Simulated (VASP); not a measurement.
Here is a VASP 6.6.1 calculation.

INCAR

```
SYSTEM = Al
  PREC = Accurate
  ENCUT = 520
  EDIFF = 1E-6
  ISMEAR = -1
  SIGMA = 0.1
  LREAL = .False.
  LASPH = .True.
  NELM = 100
  ALGO = Fast
  ISIF = 2
  LWAVE = .False.
  LCHARG = .False.
  NBANDS = 12
```

Contents of KPOINTS:

```
regular mesh
0
Gamma
  11 11 15
  0 0 0
```

File POSCAR:

```
Al
1.0
    4.5188008142      0.0000000000      0.0000000000
   -2.2594004071      3.9133962997      0.0000000000
    0.0000000000      0.0000000000      2.7958519765
Al
3
Direct
    1.0000000000      1.0000000000      0.0000000000
    0.3333333333      0.6666666667      0.5000000000
    0.6666666667      0.3333333333      0.5000000000
```

Potentials or basis: VASP PAW LDA potentials, release 64 (Al).

Command:

```bash
$ cat potpaw_LDA.64/Al/POTCAR > POTCAR
$ mpirun -np 1 vasp_std > vasp.out
```

**Question.** What does it give for the pressure?

**Answer.** 0.0 GPa.

**Question.** What does it give for the band gap on the k mesh?

**Answer.** None (metal or under the smearing width).

Stress tensor (GPa, compression positive):
```
 0.42  0.00  0.00
 0.00  0.42  0.00
 0.00  0.00 -0.94
```
